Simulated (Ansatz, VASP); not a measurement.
**One calculation of Rh, two programs**

```
Rh
1.0
     1.34010    0.77371    6.52895
    -1.34010    0.77371    6.52895
     0.00000   -1.54742    6.52895
Rh
3
Cartesian
  0.0000 0.0000 0.0000
  0.0000 0.0000 4.3601
  0.0000 0.0000 15.2267
```

Alike in both runs: functional PBEsol; k mesh 9 × 9 × 9; occupations gaussian, width 0.1 eV; no spin polarisation.

Ansatz relaxed the structure, and its values are those at the end. VASP's run is a single point on that final structure, the one shown.

```csv
,VASP,Ansatz
version,VASP 6.6.1,Ansatz 0.2.0
potentials or method,"VASP PAW PBE potentials, release 64 (Rh_pv)","scalar-relativistic, plane waves, PAW"
plane-wave cutoff (eV),520,420
valence electrons in the cell,45,51
```

VASP gave:

- gap on the k mesh at the Fermi level (eV): none
- pressure (GPa): -0.2

Q: What did Ansatz give for the same quantities?

A: gap on the k mesh at the Fermi level (eV): none; pressure (GPa): -0.1.

A gap of «none» marks a metal or a gap that the smearing closes. The two sets of potentials don't hold the same shells in valence.

Caveats: the PAW data sets were made with another functional, which shifts forces and pressure a little (VASP).
